**WS₂ on WS₂: what a slide costs**

Two parallel WS₂ layers are held at a fixed spacing, and the upper one is slid sideways. The slides $u$ and $v$ are fractions of the two cell vectors, counted from the position where each upper sulfur atom sits directly above a lower one. Energies are per cell, which holds one WS₂ unit of each layer. A positive normal force pushes the upper layer away.

Ansatz 0.2.0, scalar-relativistic PBE-D3(BJ) with plane waves and PAW, for two parallel WS₂ layers held rigid with 3.29 Å between the facing sulfur planes. The runs use a 420 eV cutoff, a 9×9×1 k mesh, Gaussian smearing of 0.05 eV, no spin polarization and a dipole correction along z. Energies are free energies at this smearing.

| slide u (fractional) | slide v (fractional) | energy over the lowest point of the map (eV) | binding from the two layers apart (meV/angstrom^2) | normal force (eV/Å) |
| --- | --- | --- | --- | --- |
| 0.0000 | 0.0000 | 0.081 | -21.00 | 0.147 |
| 0.0000 | 0.1667 | 0.062 | -23.20 | 0.085 |
| 0.0000 | 0.3333 | 0.025 | -27.41 | -0.032 |
| 0.0000 | 0.5000 | 0.008 | -29.42 | -0.086 |
| 0.1667 | 0.3333 | 0.034 | -26.38 | -0.004 |
| 0.1667 | 0.6667 | 0.008 | -29.40 | -0.085 |
| 0.3333 | 0.6667 | 0.000 | -30.35 | -0.110 |

**1. Which stacking is worst, and which is best?**

Sulfur above sulfur is worst, at 81 meV above the lowest point. The best place is $u=1/3$, $v=2/3$, where the upper sulfur sits above a lower tungsten atom, in the hollow between three lower sulfur atoms. "Best" holds among parallel layers only, since turning the upper layer by 180° opens another family of stackings.

**2. Why does sulfur avoid sulfur?**

The facing surfaces are both sheets of sulfur with filled electron shells. Where such shells overlap, the Pauli principle forces electrons into states of higher energy, and this repulsion grows steeply as the atoms approach. Apart from a near tie of two slides at 8 meV, the energy falls steadily as the shortest sulfur–sulfur distance across the gap grows from 3.29 to 3.76 Å. That overlap is the cause is argued from theory, since the table doesn't split the energy into its parts. The dispersion attraction acts over many distant pairs and is expected to change little with the slide. The normal force fits the picture: it turns from a pull of 0.110 eV/Å in the hollow to a push of 0.147 eV/Å with sulfur above sulfur.

**3. Can the whole map be guessed from its highest point?**

Nearly. The energy must repeat with the lattice, so it can be written as a sum of waves. Fine ripples in the electron density fade faster with distance from a layer than broad ones, so the longest waves should dominate across the gap. The threefold symmetry gives these three waves equal weight. Reflecting the bilayer in its midplane swaps the equal layers and reverses the slide, so only cosines remain:

$$C=\cos 2\pi u+\cos 2\pi v+\cos 2\pi(u-v),\qquad E=E_{\max}\,\frac{C+3/2}{9/2}.$$

Here $E_{\max}$ is the energy with sulfur above sulfur, where $C=3$; at the lowest point $C=-3/2$.

**4. How high is the barrier between two neighbouring lowest points?**

By the reflection in the midplane, the reverse of the best slide is equally low. Shifted by one cell vector, it lies at $u=-1/3$, $v=1/3$. The easiest path between the two crosses a saddle halfway, at $u=0$, $v=1/2$. There $C=1-1-1=-1$, so the formula gives $E=81/9=9$ meV, against 8 meV in the table. This row played no part in setting the scale. A layer can therefore travel from hollow to hollow for about a tenth of the cost of riding over the sulfur atoms. The formula is slightly too high at all five slides between the two extremes, by up to 1.6 meV, because it leaves out the shorter waves.

**5. Why do two different slides cost almost the same?**

The slide $u=1/6$, $v=2/3$ also costs 8 meV, although its closest sulfur pair is nearer than at the saddle. The waves explain it: at both places one wave is at its trough and the other two cancel, so $C=-1$ again. In terms of atoms, the saddle has two equal contacts, while the other slide has one nearer and one farther. The overlap summed over neighbours is expected to be what counts; the closest pair alone can't account for the tie.

**6. What would a slightly wider gap change?**

Since one set of waves dominates, let the whole stacking-dependent part of the energy shrink with spacing $z$ as $e^{-z/L}$. The normal force is minus the slope of the energy with $z$, so force plotted against energy should be a straight line of slope $1/L$. A line fitted to all seven rows has a slope of 3.2 eV/Å per eV, hence $L\approx0.31$ Å. Widening the gap by 0.1 Å would then remove about 27% of the relief, and the 81 meV would drop to about $0.73\times81\approx59$ meV. The output below gives this fit, together with one that uses only the closest sulfur pair.

**7. Would the barrier fall if the layers could choose their own spacing?**

Rigid maps usually overstate barriers, but here the forces point the other way. The layers are pulled together with 0.110 eV/Å at the lowest point and with only 0.086 eV/Å at the saddle. A spring of stiffness $k$ pulled by a force $F$ gains $F^2/2k$ on relaxing, so at similar stiffness the lowest point gains more and the barrier rises. It could fall only if the stiffness at the saddle were below about 0.6 of that at the lowest point, whereas the decay law of question 6 makes the saddle slightly the stiffer. This is an argument from the forces, not a relaxed calculation.

**8. Which digits can be trusted?**

The two 8 meV slides differ by about 0.2 meV, too little to rank them. The binding of −30.35 meV/Å² deserves more caution than its four figures suggest. It belongs to the fixed spacing, at which the layers still attract, and PBE-D3(BJ) probably binds the layers too strongly, an error that comparing the rows can't reveal. Differences between stackings are safer, because errors common to all slides cancel.

The analysis program printed:

```
Wave model against the map:
     row  shortest S-S in angstrom   wave sum  energy in meV  model in meV  model less energy in meV
     0.0                      3.29          3          80.85         80.85                         0
     0.0                     3.332          2          61.82         62.87                      1.05
     0.0                     3.454  0.0003628          25.42         26.95                     1.534
     0.0                      3.65         -1          8.041         8.983                    0.9415
  0.1667                     3.414     0.5004          34.33         35.94                     1.611
  0.1667                     3.573         -1          8.214         8.983                    0.7686
  0.3333                     3.762       -1.5              0     1.182e-06                 1.182e-06
Largest miss of the wave model in meV: 1.611
Barrier at the saddle (0 and 1/2) in meV per cell: 8.041
Barrier as percent of the range: 9.947
Near tie, (1/6 and 2/3) less saddle, in meV: 0.1729
Weakest binding as percent of the strongest: 69.19
Binding at the lowest point in meV per cell: -262.4
fit of result_normal_force on 7 rows: constant -0.1116 +/- 0.00076, coefficient of ee 3.183 +/- 0.018; rms 0.00113, worst 0.1667 0.00169, leave-one-out rms 0.00175
Decay length of the corrugation in angstrom: 0.3142
Percent of corrugation lost for 0.1 angstrom more spacing: 27.26
First-order change of the range for 0.1 angstrom more spacing in meV: -25.7
First-order change of the barrier for 0.1 angstrom less spacing in meV: 2.4
Height-relaxation gain, lowest point over saddle at equal stiffness: 1.636
fit of em on 7 rows: constant -2.947 +/- 1.2, coefficient of exp(-(contact - gap)/s) 84.15 +/- 2.2, s 0.1529; rms 1.46, worst 0.0 -2.98, leave-one-out rms 2.32
```
